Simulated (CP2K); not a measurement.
**PbS (Galena) under changes of volume**

One of the cells (26.086 Å³/atom); the others are scaled copies at fixed shape and fractional positions:

```
Pb S
1.0
     4.19420    0.00000    0.00000
     2.09710    3.63229    0.00000
     2.09710    1.21076    3.42455
Pb S
1 1
Cartesian
  0.0000 0.0000 0.0000
  4.1942 2.4215 1.7123
```

| Item | Value |
| --- | --- |
| Program | CP2K 2026.2 |
| Functional | LDA |
| Potentials or basis | GTH_POTENTIALS Pb GTH-PADE-q4, S GTH-PADE-q6; DZVP-MOLOPT-PBE-GTH basis |
| Density cutoff | 6123 eV |
| k mesh | 8 × 8 × 8 |
| Occupations | fermi-dirac, width 0.01 eV |
| Spin | no spin polarisation |

```csv
volume (Å³/atom),energy over the lowest point (meV/atom),pressure (GPa),gap on the mesh (eV)
24.521,0.00,-0.2,0.02
25.042,2.60,-1.4,0.09
25.564,9.22,-2.6,0.17
26.086,?,?,?
26.607,32.94,-4.6,0.29
27.129,49.30,-5.4,0.35
27.651,68.24,-6.2,0.40
```

What does the run at 26.086 Å³/atom give?

Energy over the lowest point 19.46 meV/atom; pressure -3.7 GPa; gap on the mesh 0.23 eV.

Worked out: A Birch-Murnaghan fit of order 3 (a polynomial in V^(-2/3)) to the other rows has its minimum at 24.47 Å³/atom, just outside them, with B0 = V·E''(V) = 66 GPa and B' = 4.3. It gives 19.48 meV/atom at 26.086 Å³/atom, against the run's 19.46, and -dE/dV = -3.7 GPa, against -3.7.

Energies are extrapolated to zero smearing.

Caveats: spin-orbit coupling is left out, which as a rule narrows the gap of such compounds by several tenths of an eV; the basis of atomic orbitals isn't converged, which shifts pressures, moduli and gaps.

A mesh can miss the band edges.
